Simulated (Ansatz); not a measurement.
NaH in Ansatz: convergence with k mesh

Crystal: NaH.

```
Na H
1.0
     0.00000    2.44000    2.44000
     2.44000    0.00000    2.44000
     2.44000    2.44000    0.00000
Na H
1 1
Cartesian
  0.0180 -0.0161 -0.0274
  2.4480 2.4532 2.4375
```

The cell isn't the ideal one: atoms moved at random, drawn with an rms of 0.05 Å.

* Program: Ansatz 0.2.0
* Task: convergence study
* Functional: PBE
* Potentials or basis: Ansatz PAW
* Cutoff: 420 eV (not typed: the program's choice for these potentials)
* k mesh: 3 × 3 × 3
* Occupations: gaussian, width 0.05 eV
* Spin: no spin polarisation

These are the settings of the first run; the series varies k mesh, with any setting tied to it.

Hardware: 2 threads of Arm Neoverse V1, on a shared host.

```tsv
k mesh	energy less the tightest run, at zero smearing (meV/atom)	pressure (GPa)	gap on the mesh (eV)	SCF cycles	CPU time (s)	peak memory (GiB)
3 × 3 × 3	-7.14	-0.71	5.756	6	0.61	0.24
4 × 4 × 4	0.04	-0.64	3.714	6	0.92	0.25
5 × 5 × 5	0.09	-0.64	4.541	6	1.4	0.26
7 × 7 × 7	0.00	-0.64	4.181	6	3.4	0.32
8 × 8 × 8	0.01	-0.64	3.713	6	5	0.35
11 × 11 × 11	0.00	-0.64	3.909	6	13	0.5
13 × 13 × 13	0.00	-0.64	3.863	6	22	0.65
15 × 15 × 15	0.00	-0.64	3.820	6	31	0.85
```

Against the tightest run, the energy stays within 1 meV/atom from 4 × 4 × 4 on; the pressure stays within 0.1 GPa from 3 × 3 × 3 on. Not settled before the last step: the gap on the mesh (to 0.01 eV). Meshes of other sizes hit other points, so gaps and Fermi surfaces needn't settle smoothly. The tightest run that finished is the yardstick and may itself not be fully converged.

Caveat, for the tightest run too: odd divisions of the mesh miss points on the zone boundary, where band edges often lie, so the gap on the mesh can be too wide.
